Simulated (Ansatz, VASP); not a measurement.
# One calculation of Au, two programs

```
Au
1.0
     0.00000    2.02296    2.02296
     2.02296    0.00000    2.02296
     2.02296    2.02296    0.00000
Au
1
Direct
  0.00000 0.00000 0.00000
```

Alike in both runs: task single point; functional LDA; k mesh 13 × 13 × 13; occupations gaussian, width 0.2 eV; no spin polarisation.

```csv
,VASP,Ansatz
version,VASP 6.6.1,Ansatz 0.2.0
potentials or method,"VASP PAW LDA potentials, release 64 (Au)","plane waves (420 eV) with PAW, scalar-relativistic"
plane-wave cutoff (eV),520,420
valence electrons in the cell,11,19
```

|  | VASP | Ansatz | Ansatz less VASP |
| --- | --- | --- | --- |
| pressure (GPa) | 0.5 | 0.0 | -0.50 |

The two sets of potentials don't hold the same shells in valence. Ansatz warned: «pseudo_functional_mismatch».

The runs have no spin-orbit coupling, so splittings on Au are missing.
